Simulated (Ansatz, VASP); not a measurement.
Zn: VASP and Ansatz over several settings

```
Zn
1.0
    -1.59981    1.59981    1.59981
     1.59981   -1.59981    1.59981
     1.59981    1.59981   -1.59981
Zn
1
Direct
  0.00000 0.00000 0.00000
```

This isn't the form of Zn at room conditions, which is hcp.

Single points on this cell with VASP 6.6.1 and Ansatz 0.2.0. Each row is one pair of runs. Alike in all rows: spin: off; k mesh: 12 × 12 × 12; smearing: fermi-dirac, width 0.05 eV.

| level | VASP's potentials, cutoff | Ansatz's potentials, cutoff | gap on the k mesh at the Fermi level (eV), VASP | gap on the k mesh at the Fermi level (eV), Ansatz | pressure (GPa), VASP | pressure (GPa), Ansatz |
| --- | --- | --- | --- | --- | --- | --- |
| r2SCAN | VASP PAW PBE potentials, release 64 (Zn), 520 eV | Ansatz PAW, 500 eV | none | none | -7.6 | -7.7 |
| LDA | VASP PAW LDA potentials, release 64 (Zn), 520 eV | Ansatz PAW, 420 eV | none | none | -10.0 | -10.4 |
| PBEsol | VASP PAW PBE potentials, release 64 (Zn), 520 eV | Ansatz PAW, 420 eV | none | none | -7.4 | -7.7 |

Pressure (GPa): the two programs differ by at most 0.33.

A gap of «none» marks a metal or a gap that the smearing closes.

Caveats: the PAW data sets were made with another functional, which shifts forces and pressure a little (VASP); the PAW data sets come from PBE, with cores solved anew for the run's functional, which leaves a small shift of forces and pressure (Ansatz).
